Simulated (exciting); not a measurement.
# FePt (Tetraferroplatinum) (P4/mmm) in exciting: reference runs

Reference runs on FePt (Tetraferroplatinum): the cell as given.

Program: exciting (release sodium). These are calculated values, not measurements. Logs are shortened: lines on timing, memory, paths and dates and some standing lists are left out, and cuts for length are marked.

## 1. The crystal as given

The structure is tetragonal, space group P4/mmm (No. 123). The conventional cell has a = 2.724 Å, b = 2.724 Å, c = 3.720 Å, α = 90.00°, β = 90.00°, γ = 90.00°. Pt (site symmetry 4/mmm) has 8 Fe at 2.68 Å and 4 Pt at 2.72 Å as nearest neighbours. Fe (site symmetry 4/mmm) is surrounded by 8 Pt at 2.68 Å and 4 Fe at 2.72 Å.

## 2. Single point, PBEsol, collinear spin, ferromagnetic start

The input, input.xml:

```xml
<input>
  <title>FePt</title>
  <structure speciespath="./" tshift="false">
    <crystal scale="1">
      <basevect>5.146669100418 0.000000000000 0.000000000000</basevect>
      <basevect>0.000000000000 5.146669100418 0.000000000000</basevect>
      <basevect>0.000000000000 0.000000000000 7.029781183608</basevect>
    </crystal>
    <species speciesfile="Pt.xml" rmt="2.3">
      <atom coord="0.500000000000 0.500000000000 0.500000000000" bfcmt="0 0 0"/>
    </species>
    <species speciesfile="Fe.xml" rmt="2">
      <atom coord="0.000000000000 0.000000000000 0.000000000000" bfcmt="0 0 -8"/>
    </species>
  </structure>
  <groundstate do="fromscratch" ngridk="10 10 7" rgkmax="9" gmaxvr="14" lmaxapw="10" lmaxmat="10" lmaxvr="8" xctype="GGA_PBE_SOL" stype="Fermi Dirac" swidth="0.00183747" nempty="28" ValenceRelativity="iora*" epsengy="1e-05" epspot="1e-05" maxscl="90" tforce="true" outputlevel="normal">
    <spin reducebf="0.5"/>
  </groundstate>
</input>
```

Potentials or basis: all-electron LAPW+lo, shipped species files, valence relativity iora*.

Run with:

```console
$ OMP_NUM_THREADS=1 exciting_smp
```

INFO.OUT:

```text
================================================================================
EXCITING SODIUM started
[... 10 lines left out ...]

 Lattice vectors (cartesian) :
      5.1466691004      0.0000000000      0.0000000000
      0.0000000000      5.1466691004      0.0000000000
      0.0000000000      0.0000000000      7.0297811836

 Reciprocal lattice vectors (cartesian) :
      1.2208255834      0.0000000000      0.0000000000
      0.0000000000      1.2208255834      0.0000000000
      0.0000000000      0.0000000000      0.8937952894

 Unit cell volume                           :     186.2062698363
 Brillouin zone volume                      :       1.3321260002

 Species :    1 (Pt)
     parameters loaded from                 :    Pt.xml
     name                                   :    platinum
     nuclear charge                         :     -78.00000000
     electronic charge                      :      78.00000000
     atomic mass                            :  355605.43990000
     muffin-tin radius                      :       2.30000000
     # of radial points in muffin-tin       :     450

     atomic positions (lattice) :
       1 :   0.50000000  0.50000000  0.50000000

     magnetic fields (cartesian) :
       1 :   0.00000000  0.00000000  0.00000000

 Species :    2 (Fe)
     parameters loaded from                 :    Fe.xml
     name                                   :    iron
     nuclear charge                         :     -26.00000000
     electronic charge                      :      26.00000000
     atomic mass                            :  101799.20740000
     muffin-tin radius                      :       2.00000000
     # of radial points in muffin-tin       :     350

     atomic positions (lattice) :
       1 :   0.00000000  0.00000000  0.00000000

     magnetic fields (cartesian) :
       1 :   0.00000000  0.00000000 -8.00000000

 Total number of atoms per unit cell        :       2

 Spin treatment                             :    spin-polarised
 Global magnetic field (cartesian) :        0.00000000   0.00000000   0.00000000
 collinear magnetisation in z-direction

 Number of Bravais lattice symmetries       :      16
 Number of crystal symmetries               :      16

 k-point grid                               :      10   10    7
 Total number of k-points                   :      84
 k-point set is reduced with crystal symmetries

 R^MT_min * |G+k|_max (rgkmax)              :       9.00000000
 Species with R^MT_min                      :       2 (Fe)
 Maximum |G+k| for APW functions            :       4.50000000
 Maximum |G| for potential and density      :      14.00000000

 G-vector grid sizes                        :      24    24    32
 Total number of G-vectors                  :    8683

 Maximum angular momentum used for
     APW functions                          :      10
     computing H and O matrix elements      :      10
     potential and density                  :       8
     inner part of muffin-tin               :       2

 Total nuclear charge                       :    -104.00000000
 Total electronic charge                    :     104.00000000
 Total core charge                          :      58.00000000
 Total valence charge                       :      46.00000000

 Number of empty states                     :      28
 Total number of valence states             :     104

 Maximum Hamiltonian size                   :     342
 Maximum number of plane-waves              :     303
 Total number of local-orbitals             :      39

 Exchange-correlation type                  :      22
     PBEsol, Phys. Rev. Lett. 100, 136406 (2008)
     Generalised gradient approximation (GGA)

[... 20 lines left out ...]
+ SCF iteration number :    1                                                  +
++++++++++++++++++++++++++++++++++++++++++++++++++++++++++++++++++++++++++++++++
 Total energy                               :    -19657.76385069
 _______________________________________________________________
 Fermi energy                               :         0.44360215
 Kinetic energy                             :     22433.78530161
 Coulomb energy                             :    -41684.91085849
 Exchange energy                            :      -399.88734477
 Correlation energy                         :        -6.75094904
 No external B-field energy in total energy

 DOS at Fermi energy (states/Ha/cell)       :        67.34488721

 Electron charges :
     core                                   :        58.00000000
     core leakage                           :         0.00227870
     valence                                :        46.00000000
     interstitial                           :         4.48951077
     charge in muffin-tin spheres :
                  atom     1    Pt          :        73.94305331
                  atom     2    Fe          :        25.56743592
     total charge in muffin-tins            :        99.51048923
     total charge                           :       104.00000000

 Moments :
     interstitial                           :        -0.02275906
     moment in muffin-tin spheres :
                  atom     1    Pt          :         0.04086724
                  atom     2    Fe          :         0.87920352
     total moment in muffin-tins            :         0.92007077
     total moment                           :         0.89731170

++++++++++++++++++++++++++++++++++++++++++++++++++++++++++++++++++++++++++++++++
+ SCF iteration number :    2                                                  +
++++++++++++++++++++++++++++++++++++++++++++++++++++++++++++++++++++++++++++++++
 Total energy                               :    -19752.84788597
 _______________________________________________________________
 Fermi energy                               :         0.56836859
 Kinetic energy                             :     22347.82083542
 Coulomb energy                             :    -41694.70116688
 Exchange energy                            :      -399.20565811
 Correlation energy                         :        -6.76189640
 No external B-field energy in total energy

 DOS at Fermi energy (states/Ha/cell)       :        61.98092163

 Electron charges :
     core                                   :        58.00000000
     core leakage                           :         0.00195490
     valence                                :        46.00000000
     interstitial                           :         4.91137319
     charge in muffin-tin spheres :
                  atom     1    Pt          :        77.54197670
                  atom     2    Fe          :        21.54665011
     total charge in muffin-tins            :        99.08862681
     total charge                           :       104.00000000

 Moments :
     interstitial                           :         0.04515251
     moment in muffin-tin spheres :
                  atom     1    Pt          :        -0.02412520
                  atom     2    Fe          :         0.62706376
     total moment in muffin-tins            :         0.60293856
     total moment                           :         0.64809107

 RMS change in effective potential (target) :  0.511603      ( 0.100000E-04)
 Absolute change in total energy   (target) :   95.0840      ( 0.100000E-04)
 Charge distance                   (target) :  0.786440E-01  ( 0.100000E-04)
 Abs. change in max-nonIBS-force   (target) :   0.00000      ( 0.500000E-04)
[... 786 lines left out ...]
 Moments :
     interstitial                           :         0.02646618
     moment in muffin-tin spheres :
                  atom     1    Pt          :         0.38266718
                  atom     2    Fe          :         2.85735668
     total moment in muffin-tins            :         3.24002387
     total moment                           :         3.26649005

 RMS change in effective potential (target) :  0.226925E-07  ( 0.100000E-04)
 Absolute change in total energy   (target) :  0.319803E-05  ( 0.100000E-04)
 Charge distance                   (target) :  0.433528E-08  ( 0.100000E-04)
 Abs. change in max-nonIBS-force   (target) :   0.00000      ( 0.500000E-04)

++++++++++++++++++++++++++++++++++++++++++++++++++++++++++++++++++++++++++++++++
+ SCF iteration number :   24                                                  +
++++++++++++++++++++++++++++++++++++++++++++++++++++++++++++++++++++++++++++++++
 Total energy                               :    -19713.23162767
 _______________________________________________________________
 Fermi energy                               :         0.43743375
 Kinetic energy                             :     22390.21058301
 Coulomb energy                             :    -41696.55873746
 Exchange energy                            :      -400.13868975
 Correlation energy                         :        -6.74478347
 No external B-field energy in total energy

 DOS at Fermi energy (states/Ha/cell)       :        38.90452069

 Electron charges :
     core                                   :        58.00000000
     core leakage                           :         0.00208657
     valence                                :        46.00000000
     interstitial                           :         4.20531362
     charge in muffin-tin spheres :
                  atom     1    Pt          :        75.81347378
                  atom     2    Fe          :        23.98121260
     total charge in muffin-tins            :        99.79468638
     total charge                           :       104.00000000

 Moments :
     interstitial                           :         0.02646617
     moment in muffin-tin spheres :
                  atom     1    Pt          :         0.38266719
                  atom     2    Fe          :         2.85735670
     total moment in muffin-tins            :         3.24002388
     total moment                           :         3.26649005

 RMS change in effective potential (target) :  0.102043E-07  ( 0.100000E-04)
 Absolute change in total energy   (target) :  0.469510E-06  ( 0.100000E-04)
 Charge distance                   (target) :  0.179453E-08  ( 0.100000E-04)
 Abs. change in max-nonIBS-force   (target) :   0.00000      ( 0.500000E-04)

++++++++++++++++++++++++++++++++++++++++++++++++++++++++++++++++++++++++++++++++
| Convergency criteria checked for the last 2 iterations                       +
| Convergence targets achieved. Performing final SCF iteration                 +
++++++++++++++++++++++++++++++++++++++++++++++++++++++++++++++++++++++++++++++++
 Total energy                               :    -19713.23163030
 _______________________________________________________________
 Fermi energy                               :         0.43743375
 Kinetic energy                             :     22390.21058181
 Coulomb energy                             :    -41696.55873880
 Exchange energy                            :      -400.13868984
 Correlation energy                         :        -6.74478347
 No external B-field energy in total energy

 DOS at Fermi energy (states/Ha/cell)       :        38.90453523

 Electron charges :
     core                                   :        58.00000000
     core leakage                           :         0.00208657
     valence                                :        46.00000000
     interstitial                           :         4.20531354
     charge in muffin-tin spheres :
                  atom     1    Pt          :        75.81347381
                  atom     2    Fe          :        23.98121265
     total charge in muffin-tins            :        99.79468646
     total charge                           :       104.00000000

 Moments :
     interstitial                           :         0.02646617
     moment in muffin-tin spheres :
                  atom     1    Pt          :         0.38266719
                  atom     2    Fe          :         2.85735658
     total moment in muffin-tins            :         3.24002377
     total moment                           :         3.26648994

++++++++++++++++++++++++++++++++++++++++++++++++++++++++++++++++++++++++++++++++
+ Self-consistent loop stopped                                                 +
++++++++++++++++++++++++++++++++++++++++++++++++++++++++++++++++++++++++++++++++
 STATE.OUT is written

--------------------------------------------------------------------------------
- Writing atomic positions and forces                                          -
--------------------------------------------------------------------------------

 Atomic positions (lattice) :
 atom     1  Pt  :     0.50000000    0.50000000    0.50000000
 atom     2  Fe  :     0.00000000    0.00000000    0.00000000

 Total atomic forces including IBS (cartesian) :
 atom     1  Pt  :     0.00000000   -0.00000000    0.00000000
 atom     2  Fe  :     0.00000000    0.00000000    0.00000000

 Atomic force components including IBS (cartesian) :
 atom     1  Pt  :    -0.00000000   -0.00000000    0.00000000   HF force
                 :     0.00000000    0.00000000    0.00000000   core correction
                 :    -0.00000000    0.00000000    0.00000000   IBS correction
 atom     2  Fe  :     0.00000000    0.00000000    0.00000000   HF force
                 :     0.00000000    0.00000000    0.00000000   core correction
                 :     0.00000000   -0.00000000    0.00000000   IBS correction

********************************************************************************
[... 7 lines left out ...]
| EXCITING SODIUM stopped                                                      =
================================================================================
```

Wall time 8.8 min (1 thread of AMD EPYC 7R43 (Zen 3), shared host); peak memory 0.15 GiB.

What came out:

- Free energy: -536424.3716 eV
- Band gap on the k mesh: none (metal or under the smearing width)
- Net moment: 3.27 μB per cell
- Site moments: Pt +0.38; Fe +2.86 μB
- All electrons inside the program's atomic spheres: Pt 75.81; Fe 23.98 (radii Pt 2.3, Fe 2.0 bohr)

Caveat: the log's total energy holds no entropy term; the free energy is that total less TS from the occupations.
